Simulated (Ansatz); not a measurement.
P: equation of state with BLYP

Crystal: P.

```
P
1.0
     1.64774   -5.46504    0.00000
     1.64774    5.46504    0.00000
     0.00000    0.00000    4.54364
P
4
Direct
  0.90414 0.09586 0.58882
  0.09586 0.90414 0.41118
  0.59586 0.40414 0.08882
  0.40414 0.59586 0.91118
```

```json
{"Program": "Ansatz 0.2.0", "Task": "equation of state", "Functional": "BLYP", "Potentials or basis": "Ansatz PAW", "Cutoff": "420 eV", "Density cutoff": "1680 eV", "k mesh": "8 × 8 × 6", "Occupations": "fermi-dirac, width 0.05 eV", "Spin": "no spin polarisation"}
```

```json
{"Equilibrium volume": "22.41 Å³/atom (rough: see the caveat)", "Bulk modulus at fixed shape and positions": "57 GPa (rough)"}
```

Energy against volume, from the lowest point:
| volume (Å³/atom) | energy (meV/atom) |
| --- | --- |
| 19.230 | 101.83 |
| 19.639 | 73.29 |
| 20.049 | 50.00 |
| 20.458 | 31.46 |
| 20.867 | 17.21 |
| 21.276 | 6.85 |
| 21.685 | 0.00 |

All runs of the series together: 49 s on 2 threads of AMD EPYC 7R43 64-Core Processor (Zen 3), with other jobs on the host.

Caveat: the potentials were made for another functional, which shifts forces and pressure; the minimum lies outside the volumes run; the cell was scaled at fixed shape and fractional positions, which overstates the stiffness of a crystal with free parameters, most of all of layers and chains.
